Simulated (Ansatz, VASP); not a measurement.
Ta2N: VASP beside Ansatz

```xyz
3
Lattice="3.1129 0.0000 0.0000 -1.5564 2.6958 0.0000 0.0000 0.0000 4.8698" Properties=species:S:1:pos:R:3 pbc="T T T"
Ta    1.5636    0.9177    3.6606
Ta    0.0382    1.7862    1.2404
N    -0.0246   -0.0355    0.0381
```

Alike in both runs: task single point; functional PBE; k mesh 6 × 6 × 4; occupations gaussian, width 0.07 eV; no spin polarisation.

|  | VASP | Ansatz |
| --- | --- | --- |
| version | VASP 6.6.1 | Ansatz 0.2.0 |
| potentials or method | VASP PAW PBE potentials, release 64 (Ta_pv, N) | scalar-relativistic, plane waves, PAW |
| plane-wave cutoff (eV) | 520 | 420 |
| valence electrons in the cell | 27 | 31 |

```csv
,VASP,Ansatz,Ansatz less VASP
gap on the k mesh at the Fermi level (eV),none,none,-
pressure (GPa),0.5,0.0,-0.45
largest component of the traceless stress (GPa),0.87,0.86,-0.012
rms of the force components (eV/Å),0.410,0.401,-0.0092
```

Atom by atom the forces differ by 0.022 eV/Å (rms over components). A gap of «none» marks a metal or a gap that the smearing closes. The functional is the same, so the differences come from potentials, cutoffs and numerics. The two sets of potentials don't hold the same shells in valence.

Caveats: the k mesh is coarse (spacing up to 0.39 Å⁻¹), so the values aren't converged. The runs have no spin-orbit coupling, so splittings on Ta are missing.
